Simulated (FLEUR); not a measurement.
# Pd (Fm-3m) in FLEUR: notebook

Runs on Pd. Level: PBEsol. Tasks: equation of state.

Everything below comes from runs of FLEUR MaX-R8.1 (later development tree). Logs are shortened: lines on timing, memory, paths and dates and some standing lists are left out, and cuts for length are marked.

### Step 1. The crystal as given

The structure is cubic, space group Fm-3m (No. 225). Conventional cell: a = 3.893 Å, b = 3.893 Å, c = 3.893 Å, α = 90.00°, β = 90.00°, γ = 90.00°. Around Pd (site symmetry m-3m) lie 12 Pd at 2.75 Å.

### Step 2. Equation of state, PBEsol, 13.87 Å³/atom (volume scaled by 0.94)

Input file inp.xml:

```xml
<?xml version="1.0" encoding="UTF-8" standalone="no"?>
<fleurInput fleurInputVersion="0.39">
   <comment>
      Pd                                                                                                  
   </comment>
   <calculationSetup>
      <cutoffs Kmax="4.15" Gmax="12.9" GmaxXC="12.9" numbands="0"/>
      <scfLoop itmax="60" minDistance="0.00001" maxIterBroyd="15" imix="Anderson" alpha="0.05" precondParam="0.0" spinf="2.0" sdNocoIR="T"/>
      <coreElectrons ctail="T" frcor="F" kcrel="0" coretail_lmax="0"/>
      <xcFunctional name="PBEs" relativisticCorrections="F"/>
      <magnetism jspins="1"/>
      <soc l_soc="F" theta="0.0" phi="0.0" spav="F"/>
      <expertModes spex="0" secvar="F"/>
      <geometryOptimization l_f="F" forcealpha="1.0" forcemix="BFGS" epsdisp="0.0005" epsforce="0.0002"/>
      <ldaU l_linMix="F" mixParam="0.05" spinf="1.0"/>
   </calculationSetup>
   <cell>
      <bzIntegration valenceElectrons="18.0" mode="hist" fermiSmearingEnergy="0.00183747">
         <kPointListSelection listName="default-1"/>
         <!-- k-points included here -->
         <xi:include xmlns:xi="http://www.w3.org/2001/XInclude" href="kpts.xml"> </xi:include>
      </bzIntegration>
      <!-- symmetry operations included here -->
      <xi:include xmlns:xi="http://www.w3.org/2001/XInclude" href="sym.xml"> </xi:include>
      <bulkLattice scale="0.9795861087">
         <bravaisMatrix>
            <row-1>    0.0000000000000000     3.6783519015338997     3.6783519015338997</row-1>
            <row-2>    3.6783519015338997     0.0000000000000000     3.6783519015338997</row-2>
            <row-3>    3.6783519015338997     3.6783519015338997     0.0000000000000000</row-3>
         </bravaisMatrix>
      </bulkLattice>
   </cell>
   <atomSpecies>
      <species name="Palladium (Pd)" element="Pd" atomicNumber="46">
         <mtSphere radius="2.36" gridPoints="797" logIncrement="0.016"/>
         <atomicCutoffs lmax="10" lnonsphr="10"/>
         <electronConfig flipSpins="F">
            <coreConfig>(1s1/2) (2s1/2) (2p1/2) (2p3/2) (3s1/2) (3p1/2) (3p3/2) (3d3/2) (3d5/2)</coreConfig>
            <valenceConfig>(4s1/2) (4p1/2) (4p3/2) (5s1/2) (4d3/2) (4d5/2)</valenceConfig>
            <stateOccupation state="(5s1/2)" spinUp="0.500000" spinDown="0.500000"/>
            <stateOccupation state="(4d3/2)" spinUp="1.800000" spinDown="1.800000"/>
            <stateOccupation state="(4d5/2)" spinUp="2.700000" spinDown="2.700000"/>
         </electronConfig>
         <energyParameters s="5" p="5" d="4" f="4"/>
         <lo type="SCLO" l="0" n="4" eDeriv="0"/>
         <lo type="SCLO" l="1" n="4" eDeriv="0"/>
         <lo type="SCLO" l="1" n="4" eDeriv="1"/>
         <lo type="SCLO" l="2" n="4" eDeriv="2"/>
         <lo type="SCLO" l="3" n="4" eDeriv="2"/>
      </species>
   </atomSpecies>
   <atomGroups>
      <atomGroup species="Palladium (Pd)">
         <relPos label="                   1">.0000000000 .0000000000 .0000000000</relPos>
         <force calculate="T" relaxXYZ="TTT"/>
      </atomGroup>
   </atomGroups>
   <output dos="F" band="F" slice="F">
      <checks vchk="F" cdinf="F"/>
      <bandDOS minEnergy="-.5*Htr" maxEnergy="0.5*Htr" sigma="0.015" storeEVData="T"/>
      <vacuumDOS vacdos="F" integ="F" star="F" nstars="0" locx1="0.0" locy1="0.0" locx2="0.0" locy2="0.0" nstm="0" tworkf="0.0"/>
      <unfoldingBand unfoldBand="F" supercellX="1" supercellY="1" supercellZ="1"/>
      <plotting iplot="0" polar="F">
         <plot TwoD="T" vec1="  1.0  0.0  0.0" vec2="  0.0  1.0  0.0" vec3="  0.0  0.0  1.0" zero="  0.0  0.0  0.0" file="plot"/>
      </plotting>
      <chargeDensitySlicing numkpt="0" minEigenval="0.0" maxEigenval="0.0" nnne="0" pallst="F"/>
      <specialOutput eonly="F"/>
      <moessbauerParams electricFieldGradient="T" isomerShift="T" coreHyperfine="T" valenceHyperfine="T"/>
      <magneticCircularDichroism mcd="F" energyLo="-10.0" energyUp="0.0"/>
   </output>
  <!-- We include the file relax.xml here to enable relaxations (see documentation) -->
  <xi:include xmlns:xi="http://www.w3.org/2001/XInclude" href="relax.xml"> <xi:fallback/> </xi:include>
</fleurInput>
```

Potentials or basis: all-electron, FLAPW.

Launch:

```sh
$ inpgen -f crystal.txt -profile fastHighL
$ # inp.xml edited to the form shown
$ fleur_MPI
```

Standard output:

```text
Welcome to FLEUR        (www.flapw.de)
      MaX-Release 8.1          (www.max-centre.eu)

 ========== k-point set info ==========
 Selected k-point list: default-1
 k-point list type: mesh
 12 x 12 x 12
 Number of k points: 72

 ------------Calculation Setup---------------------------
 Number of MPI-tasks      :            1
 Number of PE/node        :            1
 Number of OMP-threads    :            1
 Most efficient MPI parallelization for:
           1           2           3           4           6           8           9          12          18          24          36          72
 Additional eigenvalue parallelization possible
 Number of basis functions:          160
 Approximate size of matrices (H+S) per k-point:         0.000 GB
 --------------------------------------------------------
 Iteration:     1   Distance:      14.99092545 me/bohr^3
 Iteration:     2   Distance:      12.98762720 me/bohr^3
 Iteration:     3   Distance:       4.89555762 me/bohr^3
 Iteration:     4   Distance:       3.15002717 me/bohr^3
 Iteration:     5   Distance:       0.87453298 me/bohr^3
 Iteration:     6   Distance:       0.70352590 me/bohr^3
 Iteration:     7   Distance:       0.20523070 me/bohr^3
 Iteration:     8   Distance:       0.00621288 me/bohr^3
 Iteration:     9   Distance:       0.00347329 me/bohr^3
 Iteration:    10   Distance:       0.00133244 me/bohr^3
 Iteration:    11   Distance:       0.00129328 me/bohr^3
 Iteration:    12   Distance:       0.00004856 me/bohr^3
 Iteration:    13   Distance:       0.00000325 me/bohr^3

 ********************************************************************
 Run finished successfully
 Stop message:
   all done
 ********************************************************************
```

out.xml (last iteration):

```text
<iteration numberForCurrentRun="   13" overallNumber="   13">
         <energyParameters units="Htr">
            <atomicEP atomType="1" spin="1" branch="5s" branchLowest="-2.62" branchHighest="2.14" value="0.3199383477"/>
            <atomicEP atomType="1" spin="1" branch="5p" branchLowest="-1.34" branchHighest="2.87" value="0.4520504354"/>
            <atomicEP atomType="1" spin="1" branch="4d" branchLowest="-11.47" branchHighest="0.59" value="0.3563367887"/>
            <atomicEP atomType="1" spin="1" branch="4f" branchLowest="-9.99" branchHighest="2.58" value="0.7471107720"/>
            <loAtomicEP atomType="1" spin="1" branch="4s" branchLowest="-22.85" branchHighest="-2.62" value="-2.6374843459"/>
            <loAtomicEP atomType="1" spin="1" branch="4p" branchLowest="-18.45" branchHighest="-1.34" value="-1.3834150054"/>
            <loAtomicEP atomType="1" spin="1" branch="4p" branchLowest="-18.45" branchHighest="-1.34" value="-1.3834150054"/>
            <loAtomicEP atomType="1" spin="1" branch="4d" branchLowest="-11.47" branchHighest="0.59" value="0.3512882291"/>
            <loAtomicEP atomType="1" spin="1" branch="4f" branchLowest="-9.99" branchHighest="2.58" value="0.7471120318"/>
         </energyParameters>
         <eigenvalues>
            <eigenvaluesAt spin="1" ikpt="1" k_x="0.00000000" k_y="0.00000000" k_z="0.00000000">
                      -2.6401382066       -1.3708779335       -1.3708779335       -1.3708779335        0.1726787566
                       0.3408365289        0.3408365289        0.3408365289        0.4073048602        0.4073048602
                       1.0790415458        1.2644518143        1.2644518143        1.2644518143        1.4801264863
            </eigenvaluesAt>
            <eigenvaluesAt spin="1" ikpt="2" k_x="0.00000000" k_y="0.00000000" k_z="0.08333333">
                      -2.6399607744       -1.3721810049       -1.3710598937       -1.3710598937        0.1824173955
                       0.3372480636        0.3442790669        0.3442790669        0.4056485322        0.4056485322
                       1.0902583084        1.2126157736        1.2768081618        1.2768081618        1.5130507603
            </eigenvaluesAt>
            <eigenvaluesAt spin="1" ikpt="3" k_x="0.00000000" k_y="0.00000000" k_z="0.16666667">
                      -2.6394752935       -1.3757235375       -1.3715563784       -1.3715563784        0.2086069549
                       0.3309869092        0.3512673056        0.3512673056        0.4044240589        0.4044240589
                       1.0989119541        1.1330019336        1.3102443349        1.3102443349        1.4486601105
            </eigenvaluesAt>
            <eigenvaluesAt spin="1" ikpt="4" k_x="0.00000000" k_y="0.00000000" k_z="0.25000000">
[... 16 lines left out ...]
            <state n="1" l="0" j="0.5" energy="-886.6058458253" weight="1.0000000000"/>
            <state n="2" l="0" j="0.5" energy="-129.0133404964" weight="1.0000000000"/>
            <state n="2" l="1" j="0.5" energy="-119.6510181962" weight="1.0000000000"/>
            <state n="2" l="1" j="1.5" energy="-113.7983415729" weight="2.0000000000"/>
            <state n="3" l="0" j="0.5" energy="-22.8532392063" weight="1.0000000000"/>
            <state n="3" l="1" j="0.5" energy="-19.1586739461" weight="1.0000000000"/>
            <state n="3" l="1" j="1.5" energy="-18.1383338261" weight="2.0000000000"/>
            <state n="3" l="2" j="1.5" energy="-11.5917983817" weight="2.0000000000"/>
            <state n="3" l="2" j="2.5" energy="-11.3882454067" weight="3.0000000000"/>
         </coreStates>
         <allElectronCharges>
            <spinDependentCharge spin="1" total="46.0000000" interstitial="1.4702480" mtSpheres="44.5297520"/>
            <totalCharge value="45.9999999998"/>
         </allElectronCharges>
         <moessbauerParams unitsHFF="kG" unitsIS="e/bohr^3" unitsEFG="Htr/bohr^2">
            <coreIsomerShift atomType="1" isTotal="134099.27725">
               <shell n="1" l="0" isomerShift="117893.72205"/>
               <shell n="2" l="0" isomerShift="13384.96912"/>
               <shell n="2" l="1" isomerShift="266.55360"/>
               <shell n="3" l="0" isomerShift="2500.78247"/>
               <shell n="3" l="1" isomerShift="53.25001"/>
               <shell n="3" l="2" isomerShift="0.00001"/>
            </coreIsomerShift>
            <isomerShift atomType="1" nucleusRadius="0.0001119" averageDensity="134585.40991"/>
            <electricFieldGradient atomType="1" VXX="0.00000" VYY="0.00000" VZZ="0.00000" asymParam="0.00000">
            </electricFieldGradient>
         </moessbauerParams>
         <totalEnergy                                    value="    -5044.6153128699" units="Htr">
            <sumOfEigenvalues                            value="    -3007.0550913726">
               <coreElectrons value="-2997.0076029040"/>
               <valenceElectrons value="-10.0474884686"/>
            </sumOfEigenvalues>
            <densityCoulombPotentialIntegral value="-8089.0281064726"/>
            <densityEffectivePotentialIntegral value="-8275.3395240245"/>
            <chargeDenXCDenIntegral value="-141.7576911980"/>
            <FockExchangeEnergyValence value="0.0000000000"/>
            <FockExchangeEnergyCore value="0.0000000000"/>
            <atomTypeDependentContributions atomType="1">
               <electronNucleiInteractionDifferentMTs value="6102.0704601859"/>
               <MadelungTerm value="-24.5575409015"/>
            </atomTypeDependentContributions>
            <tkbTimesEntropy value="0.0006553695"/>
            <freeEnergy value="-5044.6159682394"/>
            <extrapolationTo0K value="-5044.6156405547"/>
         </totalEnergy>
         <densityConvergence units="me/bohr^3">
            <chargeDensity spin="1" distance="0.0000032535"/>
         </densityConvergence>
      </iteration>
```

Wall time 10 s (1 thread of Intel Xeon 6975P-C (Granite Rapids), shared host); peak memory 0.06 GiB.

Results:

- Free energy: -137270.9936 eV
- Band gap on the k mesh: none (metal or under the smearing width)
- Valence electrons inside the program's atomic spheres: Pd 16.53 (radii Pd 2.36 bohr)

### Step 3. Equation of state, PBEsol, 14.16 Å³/atom (volume scaled by 0.96)

inp.xml: that of step 2 with these lines changed.

```diff
@@ -24,3 +24,3 @@
       <xi:include xmlns:xi="http://www.w3.org/2001/XInclude" href="sym.xml"> </xi:include>
-      <bulkLattice scale="0.9795861087">
+      <bulkLattice scale="0.9864848297">
          <bravaisMatrix>
```

Potentials or basis: all-electron, FLAPW.

Launch:

```sh
$ inpgen -f crystal.txt -profile fastHighL
$ # inp.xml edited to the form shown
$ fleur_MPI
```

Run time: 11 s. Hardware: 1 thread of Intel Xeon 6975P-C (Granite Rapids), shared host; peak memory 0.06 GiB.

Results (log left out):

* Free energy: -137271.0089 eV
* Band gap on the k mesh: none (metal or under the smearing width)
* Valence electrons inside the program's atomic spheres: Pd 16.50 (radii Pd 2.36 bohr)

### Step 4. Equation of state, PBEsol, 14.46 Å³/atom (volume scaled by 0.98)

inp.xml: that of step 3 with these lines changed.

```diff
@@ -24,3 +24,3 @@
       <xi:include xmlns:xi="http://www.w3.org/2001/XInclude" href="sym.xml"> </xi:include>
-      <bulkLattice scale="0.9864848297">
+      <bulkLattice scale="0.9932883884">
          <bravaisMatrix>
```

Launch:

```sh
$ inpgen -f crystal.txt -profile fastHighL
$ # inp.xml edited to the form shown
$ fleur_MPI
```

Wall time 12 s (1 thread of Intel Xeon 6975P-C (Granite Rapids), shared host); peak memory 0.06 GiB.

It converged, with:

* Free energy: -137271.0148 eV
* Band gap on the k mesh: none (metal or under the smearing width)
* Valence electrons inside the program's atomic spheres: Pd 16.47 (radii Pd 2.36 bohr)

### Step 5. Equation of state, PBEsol, 14.75 Å³/atom

inp.xml: that of step 4 with these lines changed.

```diff
@@ -24,3 +24,3 @@
       <xi:include xmlns:xi="http://www.w3.org/2001/XInclude" href="sym.xml"> </xi:include>
-      <bulkLattice scale="0.9932883884">
+      <bulkLattice scale="1.0000000000">
          <bravaisMatrix>
```

Launch:

```sh
$ inpgen -f crystal.txt -profile fastHighL
$ # inp.xml edited to the form shown
$ fleur_MPI
```

It took 13 s on 1 thread of Intel Xeon 6975P-C (Granite Rapids), shared host; peak memory 0.06 GiB.

It converged, with:

```yaml
Free_energy: -137271.0130 eV
Band_gap_on_the_k_mesh: none (metal or under the smearing width)
Valence_electrons_inside_the_program's_atomic_spheres: Pd 16.45 (radii Pd 2.36 bohr)
```

### Step 6. Equation of state, PBEsol, 15.05 Å³/atom (volume scaled by 1.02)

inp.xml: that of step 5 with these lines changed.

```diff
@@ -24,3 +24,3 @@
       <xi:include xmlns:xi="http://www.w3.org/2001/XInclude" href="sym.xml"> </xi:include>
-      <bulkLattice scale="1.0000000000">
+      <bulkLattice scale="1.0066227096">
          <bravaisMatrix>
```

Potentials or basis: all-electron, FLAPW.

Launch:

```sh
$ inpgen -f crystal.txt -profile fastHighL
$ # inp.xml edited to the form shown
$ fleur_MPI
```

It took 11 s on 1 thread of Intel Xeon 6975P-C (Granite Rapids), shared host; peak memory 0.06 GiB.

Results (log left out):

```yaml
Free_energy: -137271.0043 eV
Band_gap_on_the_k_mesh: none (metal or under the smearing width)
Valence_electrons_inside_the_program's_atomic_spheres: Pd 16.42 (radii Pd 2.36 bohr)
```

### Step 7. Equation of state, PBEsol, 15.34 Å³/atom (volume scaled by 1.04)

inp.xml: that of step 6 with these lines changed.

```diff
@@ -24,3 +24,3 @@
       <xi:include xmlns:xi="http://www.w3.org/2001/XInclude" href="sym.xml"> </xi:include>
-      <bulkLattice scale="1.0066227096">
+      <bulkLattice scale="1.0131594038">
          <bravaisMatrix>
```

Launch:

```sh
$ inpgen -f crystal.txt -profile fastHighL
$ # inp.xml edited to the form shown
$ fleur_MPI
```

It took 15 s on 1 thread of Intel Xeon 6975P-C (Granite Rapids), shared host; peak memory 0.06 GiB.

It converged, with:

```
Free energy                                           : -137270.9892 eV
Band gap on the k mesh                                : none (metal or under the smearing width)
Valence electrons inside the program's atomic spheres : Pd 16.40 (radii Pd 2.36 bohr)
```

### Step 8. Equation of state, PBEsol, 15.64 Å³/atom (volume scaled by 1.06)

inp.xml: that of step 7 with these lines changed.

```diff
@@ -24,3 +24,3 @@
       <xi:include xmlns:xi="http://www.w3.org/2001/XInclude" href="sym.xml"> </xi:include>
-      <bulkLattice scale="1.0131594038">
+      <bulkLattice scale="1.0196128224">
          <bravaisMatrix>
```

Launch:

```sh
$ inpgen -f crystal.txt -profile fastHighL
$ # inp.xml edited to the form shown
$ fleur_MPI
```

Wall time 15 s (1 thread of Intel Xeon 6975P-C (Granite Rapids), shared host); peak memory 0.06 GiB.

Results (log left out):

```yaml
Free_energy: -137270.9690 eV
Band_gap_on_the_k_mesh: none (metal or under the smearing width)
Valence_electrons_inside_the_program's_atomic_spheres: Pd 16.38 (radii Pd 2.36 bohr)
```

### Step 9. Equation of state, PBEsol

Potentials or basis: all-electron, FLAPW.

No new run: the results of the series are fitted here.

What came out:

* Equilibrium volume: 14.53 Å³/atom
* Bulk modulus: 206 GPa
* Pressure derivative of the bulk modulus: 5.5

Energy against volume, from the lowest point:
```
volume (Å³/atom)  energy (meV/atom)
          13.865              21.21
          14.160               5.92
          14.455               0.00
          14.750               1.79
          15.045              10.52
          15.340              25.54
          15.635              45.74
```
